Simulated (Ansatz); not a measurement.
## Structures of CdGeAs2: which is lowest?

Plane-wave DFT in Ansatz with scalar-relativistic PAW potentials, cutoff 420 eV, Γ-centred meshes chosen by cell and gap, Gaussian smearing with energies taken to zero width. Every cell was relaxed (cell and atoms) in a run of its own, within the symmetry of its start. Functional: PBEsol.

Relaxed structures (starts from databases or built by putting these elements on another compound's sites):
A. P-4m2, 4 atoms in the computed cell, a = 4.074 Å, c = 6.058 Å; sites (symmetry × multiplicity) Cd -4m2 × 1, Ge -4m2 × 1, As 2mm. × 2; start: built
B. I-42d, 8 atoms in the computed cell, a = 5.942 Å, c = 11.315 Å; sites (symmetry × multiplicity) Cd -4.. × 4, Ge -4.. × 4, As .2. × 8; start: database

Problem. Rank them by energy. Could pressure change the order?

Solution.
| structure | group | E − E(lowest) (meV/atom) | V (Å³/atom) | gap on mesh (eV) |
| --- | --- | --- | --- | --- |
| B | I-42d | 0.0 | 24.97 | 0.13 |
| A | P-4m2 | 63 | 25.13 | 0.00 |

B is lowest, 63 meV/atom under A. The lowest is also the densest of these, so pressure wouldn't bring one of the others in at first order. Other structures may lie lower than all of these, and vibrations aren't counted.